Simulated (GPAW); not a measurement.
# Magnetic state of 2 ML Fe on Re(0001), hcp site, 3 substrate layers from several starts

Does 2 ML Fe on Re(0001), hcp site, 3 substrate layers prefer parallel or opposed moments, or none?

Calculated with GPAW 26.7.0; revPBE; plane waves with GPAW's PAW setups, scalar-relativistic.

**1. The structure**

The cell holds 5 atoms: 3 Re and 2 Fe. Cell: a = 2.761 Å, b = 2.761 Å, c = 22.515 Å, α = 90.0°, β = 90.0°, γ = 120.0°. pseudomorphic film on the substrate's lattice, hard-sphere layer spacings, unrelaxed, 14 A of vacuum. Vacuum lies along c.

Coordinates:

```
Re Fe
1.0
     2.76080    0.00000    0.00000
    -1.38040    2.39092    0.00000
     0.00000    0.00000   22.51506
Re Fe
3 2
Direct
  0.00000 0.00000 0.31090
  0.66667 0.33333 0.40991
  0.00000 0.00000 0.50891
  0.66667 0.33333 0.60241
  0.00000 0.00000 0.68910
```

**2. Start 1: ferro ++**

Parallel moments need no larger cell; this start tests for a ferromagnetic state only.

order1.py

```python
import json
import numpy as np
from ase import Atoms
from ase.parallel import paropen, parprint
from gpaw import GPAW

atoms = Atoms(['Re', 'Re', 'Re', 'Fe', 'Fe'],
    cell=[[2.7608, 0.0, 0.0],
         [-1.3804, 2.390923, 0.0],
         [0.0, 0.0, 22.515056]],
    scaled_positions=[[0.0, 0.0, 0.310903],
         [0.666667, 0.333333, 0.409908],
         [0.0, 0.0, 0.508913],
         [0.666667, 0.333333, 0.602406],
         [0.0, 0.0, 0.689097]],
    pbc=True,
    magmoms=[0.0, 0.0, 0.0, 2.8, 2.8])
atoms.calc = GPAW(mode={'name': 'pw', 'ecut': 550},
    xc='revPBE',
    kpts={'size': (12, 12, 1), 'gamma': True},
    occupations={'name': 'fermi-dirac', 'width': 0.005},
    convergence={'density': 1e-05, 'energy': 1e-05},
    maxiter=200,
    symmetry={'tolerance': 1e-4},
    txt='order1.txt')
e = atoms.get_potential_energy(force_consistent=True)
res = {'free_energy': e, 'energy_sigma0': atoms.get_potential_energy(), 'fermi_energy': atoms.calc.get_fermi_level()}
res['moments'] = atoms.get_magnetic_moments().tolist()
res['total'] = atoms.get_magnetic_moment()
parprint('site moments (muB):', np.round(res['moments'], 3))
parprint(f"total moment: {res['total']:.3f} muB")
parprint(f'free energy: {e:.6f} eV')
atoms.calc.write('order1.gpw')
with paropen('results.json', 'w') as f:
    json.dump(res, f)
```

Command:

```console
$ OMP_NUM_THREADS=1 mpirun -n 4 gpaw python order1.py > order1.log
```

Numbers of over 12 decimals in the logs are rounded to 6 here.

The log of the run:

```text
site moments (muB): [-0.084 -0.045 -0.215  2.338  2.876]
total moment: 4.889 muB
free energy: -48.427187 eV

--- order1.txt ---
Input parameters:
  mode=PW(ecut=550),
  convergence={'density': 1e-05, 'energy': 1e-05},
  kpts=MonkhorstPack(size=(12, 12, 1), gamma=True),
  maxiter=200,
  occupations=Occupations(name='fermi-dirac', width=0.005),
  symmetry=Symmetry(tolerance=0.0001),
  xc=XC(name='revPBE')

Diagonalizing LCAO Hamiltonian
Converting LCAO to pw mode

       Fe

           Fe

       Re

           Re

       Re

Atoms  # Å, Bohr magnetons
|   | symbol |        x |        y |         z |    initial magnetic moments |
|---|--------|----------|----------|-----------|-----------------------------|
| 0 |     Re | 0.000000 | 0.000000 |  6.999998 | ( 0.0000,  0.0000,  0.0000) |
| 1 |     Re | 1.380401 | 0.796974 |  9.229102 | ( 0.0000,  0.0000,  0.0000) |
| 2 |     Re | 0.000000 | 0.000000 | 11.458205 | ( 0.0000,  0.0000,  0.0000) |
| 3 |     Fe | 1.380401 | 0.796974 | 13.563205 | ( 0.0000,  0.0000,  2.8000) |
| 4 |     Fe | 0.000000 | 0.000000 | 15.515058 | ( 0.0000,  0.0000,  2.8000) |

Unit cell  # Å
| periodic |         x |        y |         z |   lengths |     angles |
|----------|-----------|----------|-----------|-----------|------------|
|      yes |  2.760800 | 0.000000 |  0.000000 |  2.760800 |  90.000000 |
|      yes | -1.380400 | 2.390923 |  0.000000 |  2.760800 |  90.000000 |
|      yes |  0.000000 | 0.000000 | 22.515056 | 22.515056 | 119.999999 |

Number of symmetries: 6

BZ-sampling:
  Number of BZ points: 144
  Number of IBZ points: 19

  Monkhorst-Pack size: [12, 12, 1]
  Monkhorst-Pack shift: [0.041667, 0.041667, 0.0]

K-points  # in reciprocal-cell coordinates
|     |                                coordinates |     weight |
|-----|--------------------------------------------|------------|
|   0 | ( -0.00000000,  -0.00000000,   0.00000000) | 0.00694444 |
|   1 | (  0.08333333,  -0.00000000,   0.00000000) | 0.04166667 |
|   2 | (  0.16666667,  -0.08333333,   0.00000000) | 0.04166667 |
|   3 | (  0.16666667,  -0.00000000,   0.00000000) | 0.04166667 |
|   4 | (  0.25000000,  -0.08333333,   0.00000000) | 0.08333333 |
|   5 | (  0.25000000,  -0.00000000,   0.00000000) | 0.04166667 |
|   6 | (  0.33333333,  -0.16666667,   0.00000000) | 0.04166667 |
|   7 | (  0.33333333,  -0.08333333,   0.00000000) | 0.08333333 |
|   8 | (  0.33333333,  -0.00000000,   0.00000000) | 0.04166667 |
|   9 | (  0.33333333,   0.33333333,   0.00000000) | 0.01388889 |
| ... |                                            |            |
|  18 | (  0.50000000,   0.50000000,   0.00000000) | 0.02083333 |

Plane wave coefficients: 4396
Cutoff: 550.0 eV

Spin-components: 2 (collinear spins)
Bands:           41
Projectors:      30
Spin-degeneracy: 1
Datatype:        complex128

Parallelization:
  kpt:    4
  domain: 1
  band:   1

Density:
  Valence electrons: 55.0
  Components: 2
  Grid points: [ 15  15 125]
  Charge: 0.0  # |e|

Potential:
  Grid points: [ 15  15 125]

species:
  Re:
    name:    Rhenium
    Z:       75.0
    valence: 13
    core:    62
    charge:  0.0  # [|e|]
    compensation charges:
      type: gauss
      rc: 0.42  # [Å]
      lmax: 2
    cutoffs:
      filter: 2.40  # [Å]
      core: 2.76  # [Å]
    projectors
    | kind |    occ | energy [eV] | rcut [Å] |
    |------|--------|-------------|----------|
    |   6s |  2.000 |      -5.860 |    1.376 |
    |   5p |  6.000 |     -46.997 |    1.376 |
    |   6p |  0.000 |      -1.290 |    1.376 |
    |   5d |  5.000 |      -5.332 |    1.307 |
    |    s |        |      21.351 |    1.376 |
    |    d |        |      21.880 |    1.307 |

    Using partial waves for Re as LCAO basis

  Fe:
    name:    Iron
    Z:       26.0
    valence: 8
    core:    18
    charge:  0.0  # [|e|]
    compensation charges:
      type: gauss
      rc: 0.33  # [Å]
      lmax: 2
    cutoffs:
      filter: 2.06  # [Å]
      core: 2.67  # [Å]
    projectors
    | kind |    occ | energy [eV] | rcut [Å] |
    |------|--------|-------------|----------|
    |   4s |  2.000 |      -5.229 |    1.164 |
    |   4p |  0.000 |      -1.300 |    1.058 |
    |   3d |  6.000 |      -7.449 |    1.058 |
    |    s |        |      21.982 |    1.164 |
    |    p |        |      25.911 |    1.058 |
    |    d |        |      19.763 |    1.058 |

    Using partial waves for Fe as LCAO basis

Reference energy: -1430338.098864  # eV

eigensolver:
  PPCG
  Converge bands: occupied
  niter=2

density mixing:
  MSR1-Mixer
  Pratt-step length: 0.05
  Maximum mixing coefficient: 0.75
  Old densities: 10
  SVD Regularization: 0.005
  Good broyden scale: 1.0
  Trust region scale: 1.0
  Backstep threshold: 4.0
  History deletion threshold: 6.0
  Fourier metric: weight=20.0, sigma=0.015

occupation numbers:
  Fermi-Dirac:
    width: 0.0050  # eV

poisson solver:
  ecut: 4400.0  # eV

xc functional:
  name: revPBE with 2 nearest neighbor stencil

convergence criteria:
- Maximum integral of absolute [dens]ity change: 1e-05 electrons / valence electron
- Maximum [total energy] change in last 3 cyles: 1e-05 eV / valence electron
- Maximum integral of absolute [eigenst]ate change: 4e-08 eV^2 / valence electron
maximum number of iterations: 200

SCF iterations
|iter     |      energy | eigst |  dens |  magmom |
|---------|-------------|-------|-------|---------|
|iter:   1|       0s |  -52.535979 | +0.34 |       |  +5.6070|
|iter:   2|       2s | -114.475612 | +0.04 | -0.75 |  +5.4964|
|iter:   3|       5s |  -49.345444 | -0.55 | -0.33 |  +5.5144|
|iter:   4|       7s |  -49.089055 | -1.92 | -1.08 |  +5.5202|
|iter:   5|      10s |  -48.741915 | -1.44 | -1.08 |  +5.4053|
|iter:   6|      12s |  -48.517459 | -2.07 | -1.18 |  +5.3946|
|iter:   7|      15s |  -48.648232 | -2.00 | -1.24 |  +5.3300|
|iter:   8|      17s |  -48.352577 | -1.98 | -1.16 |  +5.2997|
|iter:   9|      20s |  -48.314741 | -2.44 | -1.39 |  +5.2283|
|iter:  10|      22s |  -48.334332 | -2.56 | -1.46 |  +5.1650|
[... 17 iterations left out ...]
|iter:  28|      68s |  -48.426898c| -7.15 | -4.09 |  +4.8920|
|iter:  29|      71s |  -48.426897c| -7.28 | -4.12 |  +4.8902|
|iter:  30|      73s |  -48.426898c| -7.54c| -4.18 |  +4.8896|
|iter:  31|      76s |  -48.426902c| -7.32 | -4.36 |  +4.8890|
|iter:  32|      78s |  -48.426898c| -7.64c| -4.10 |  +4.8893|
|iter:  33|      80s |  -48.426898c| -8.17c| -4.74 |  +4.8894|
|iter:  34|      81s |  -48.426898c| -8.38c| -5.00 |  +4.8893|
|iter:  35|      82s |  -48.426899c| -8.47c| -4.97 |  +4.8894|
|iter:  36|      83s |  -48.426898c| -8.45c| -4.87 |  +4.8894|
|iter:  37|      85s |  -48.426898c| -9.14c| -5.22c|  +4.8894|

Converged in 37 steps
Energy contributions relative to reference atoms: (reference = -1430338.098864)

Energy contributions:
  Kinetic:          11.934334
  Coulomb:         -16.180203
  Zero:              0.288207
  External:          0.000000
  Xc:              -44.468947
  Entropy:          -0.000578
  Spinorbit:         0.000000
  ----------------------------
  Free energy:     -48.427187
  Extrapolated:    -48.426898

dipole moment: (-7.083501, -25.586754, 0.068060)  # |e|*Ang

Total magnetic moment: (0.000000, 0.000000, 4.889373)

Local magnetic moments
|        x |        y |         z |
|----------|----------|-----------|
| 0.000000 | 0.000000 | -0.084166 |  # Re   0
| 0.000000 | 0.000000 | -0.045436 |  # Re   1
| 0.000000 | 0.000000 | -0.214869 |  # Re   2
| 0.000000 | 0.000000 |  2.337677 |  # Fe   3
| 0.000000 | 0.000000 |  2.876038 |  # Fe   4

Fermi level: 3.564
Eigenvalues  # (at kpt = [-0.000, -0.000, 0.000])
| band index |      eig [eV] | occ [0-1] |      eig [eV] | occ [0-1] |
|------------|---------------|-----------|---------------|-----------|
|          0 |       -38.781 |     1.000 |       -38.847 |     1.000 |
|        ... |               |           |               |           |
|         22 |         1.717 |     1.000 |         2.842 |     1.000 |
|         23 |         1.801 |     1.000 |         3.257 |     1.000 |
|         24 |         1.900 |     1.000 |         3.257 |     1.000 |
|         25 |         1.900 |     1.000 |         3.507 |     1.000 |
|         26 |         2.058 |     1.000 |         3.507 |     1.000 |
|         27 |         2.058 |     1.000 |         3.577 |     0.070 |
|         28 |         2.496 |     1.000 |         3.844 |     0.000 |
|         29 |         2.496 |     1.000 |         4.184 |     0.000 |
|         30 |         2.867 |     1.000 |         4.184 |     0.000 |
|         31 |         2.867 |     1.000 |         4.248 |     0.000 |
|         32 |         3.343 |     1.000 |         4.791 |     0.000 |
|         33 |         4.120 |     0.000 |         4.791 |     0.000 |
|         34 |         4.586 |     0.000 |         5.213 |     0.000 |
|         35 |         4.586 |     0.000 |         5.214 |     0.000 |
|         36 |         5.942 |     0.000 |         5.919 |     0.000 |
|         37 |         5.942 |     0.000 |         5.919 |     0.000 |
|        ... |               |           |               |           |
|         40 |         7.604 |     0.000 |         7.683 |     0.000 |

No gap
No difference between direct/indirect transitions
```

The job ended after 91 s (4 MPI ranks of Arm Neoverse V2, shared host; peak memory 1.1 GiB).

Spin moment in the augmentation sphere by atom:

| atom | spin moment in the augmentation sphere (μB) |
| --- | --- |
| Re1 | -0.08 |
| Re2 | -0.05 |
| Re3 | -0.21 |
| Fe4 | 2.34 |
| Fe5 | 2.88 |

Read from the output:

- magnetization: 4.889 μB
- final state: ferromagnetic

After 37 cycles the largest moment stands at 2.88 μB.

(Continued in part 2 of 2.)

[Logs and program files are shortened in this print: banners, set-up blocks, solver, clock and traceback lines can be left out without a mark of their own.]

[Logs are printed without paths, hosts, clocks, repeated set-up lines and the standing remarks that a program may print on its own settings, such as how far it seeks lower states.]

[Hosts, paths, dates, database ids (printed as entryN), source tags and the programs' standing remarks are cut or masked in the printed files.]

[Where a cell is said to come from a database of computed structures, the database is the Materials Project.]
